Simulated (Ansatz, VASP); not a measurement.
## Two plane-wave programs on KTaO3

The input POSCAR:

```
KTaO3
1.0
    4.0683886947      0.0000000000      0.0000000000
    0.0000000000      4.0683886947      0.0000000000
    0.0000000000      0.0000000000      4.0683886947
K Ta O
1 1 3
Direct
    0.5000000000      0.5000000000      0.5000000000
    0.0000000000      0.0000000000      0.0000000000
    0.5000000000      0.0000000000      0.0000000000
    0.0000000000      0.5000000000      0.0000000000
    0.0000000000      0.0000000000      0.5000000000
```

File INCAR.step1:

```
SYSTEM = KTaO3
PREC = Accurate
ENCUT = 520
ISMEAR = 0
SIGMA = 0.01
LREAL = .FALSE.
LASPH = .TRUE.
NELM = 80
NBANDS = 27
GGA = PE
ALGO = Normal
EDIFF = 1E-4
LWAVE = .TRUE.
LCHARG = .FALSE.
```

INCAR.step2

```
SYSTEM = KTaO3
PREC = Accurate
ENCUT = 520
EDIFF = 1E-7
ISMEAR = 0
SIGMA = 0.01
LREAL = .FALSE.
LASPH = .TRUE.
NELM = 80
ALGO = Normal
ISIF = 2
LWAVE = .FALSE.
LCHARG = .TRUE.
METAGGA = R2SCAN
LMIXTAU = .TRUE.
LELF = .TRUE.
LVHAR = .TRUE.
NBANDS = 27
ISTART = 1
```

File KPOINTS:

```
regular mesh
0
G
  6 6 6
  0 0 0
```

Input for Ansatz:

```yaml
crystal:
  lattice:
    - [4.0683886947, 0.0, 0.0]
    - [0.0, 4.0683886947, 0.0]
    - [0.0, 0.0, 4.0683886947]
  atoms:
    - { symbol: K, position: [0.5, 0.5, 0.5] }
    - { symbol: Ta, position: [0.0, 0.0, 0.0] }
    - { symbol: O, position: [0.5, 0.0, 0.0] }
    - { symbol: O, position: [0.0, 0.5, 0.0] }
    - { symbol: O, position: [0.0, 0.0, 0.5] }
kpoints:
  mp_grid: { grid: [6, 6, 6] }
hamiltonian:
  xc: r2scan
scf:
  occupations: { method: fixed }
  n_extra_bands: 5
output:
  forces: true
  stress: true
  eigenvalues: true
```

Alike in both runs: task single point; functional r2SCAN; k mesh 6 × 6 × 6; no spin polarisation.

|  | VASP | Ansatz |
| --- | --- | --- |
| version | VASP 6.6.1 | Ansatz 0.2.0 |
| potentials or method | VASP PAW PBE potentials, release 64 (K_sv, Ta_pv, O) | plane waves, PAW |
| plane-wave cutoff (eV) | 520 | 500 |
| occupations | gaussian, width 0.01 eV | fixed |
| valence electrons in the cell | 38 | 40 |

VASP gave:

* gap on the k mesh at the Fermi level (eV): 2.44
* pressure (GPa): -10.0

Question: Which values does Ansatz return?

Answer: gap on the k mesh at the Fermi level (eV): 2.47; pressure (GPa): -10.7.

The two sets of potentials don't hold the same shells in valence.

Caveats: the PAW data sets were made with another functional, which shifts forces and pressure a little (VASP); spin-orbit coupling is left out, which moves the levels of the heavy elements. A k mesh can miss the band edges. r2SCAN opens gaps a little over a GGA but as a rule still falls short of measured ones.
